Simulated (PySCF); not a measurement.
# Isomerisation enthalpies of C3H4N2

**Experimental background.**

From CRC Handbook of Chemistry and Physics, for the gas at 298.15 K: enthalpy of formation of `c1c[nH]cn1` 132.9 kJ/mol; enthalpy of formation of `c1cn[nH]c1` (pyrazole) 179.4 kJ/mol.

How close the calculation comes is told at the end.

Differences of these values give the isomerisation enthalpies. Geometries: GFN2-xTB; runs in PySCF, gas phase, with a dispersion term only where the level names one. Total electronic energies (Eh):

```csv
SMILES,PBE0/pcSseg-1
c1c[nH]cn1,-225.93265
c1cn[nH]c1,-225.91579
```

Geometry of `c1c[nH]cn1` (Å):
```
atom  x, y, z in Å
C1    -0.8033   -0.9259    0.0733
C2    -0.8837    0.4085   -0.1991
N3     0.3977    0.8777   -0.1230
C4     1.1814   -0.1831    0.1881
N5     0.4875   -1.2768    0.3117
H6    -1.5875   -1.6545    0.1137
H7    -1.7137    1.0421   -0.4338
H8     0.6917    1.8295   -0.2692
H9     2.2434   -0.1115    0.3131
```

Geometry of `c1cn[nH]c1` (Å):
```
atom  x, y, z in Å
C1     0.1567    0.9944    0.1029
C2     1.2175    0.0974   -0.0955
N3     0.7775   -1.1395   -0.2059
N4    -0.5435   -1.0620   -0.0839
C5    -0.9673    0.2046    0.1042
H6     0.2123    2.0562    0.2259
H7     2.2663    0.3074   -0.1593
H8    -1.1017   -1.8991   -0.1354
H9    -2.0042    0.4465    0.2220
```

Zero-point and thermal terms are left out, so the computed numbers are electronic energies.

**Comparison with experiment**

Relative to `c1c[nH]cn1`, the lowest by measurement, in kJ/mol (measured: enthalpies at 298.15 K; computed: electronic energies):

```tsv
SMILES	measured	PBE0/pcSseg-1
c1c[nH]cn1	0.0	0.0
c1cn[nH]c1	46.5	44.3
```

Measured values: 132.9 kJ/mol (298.15 K; CRC Handbook of Chemistry and Physics) for the first row; the others come from the same table. Unsigned miss: PBE0/pcSseg-1 2.2 kJ/mol. Where a level misses, the cause wasn't examined.
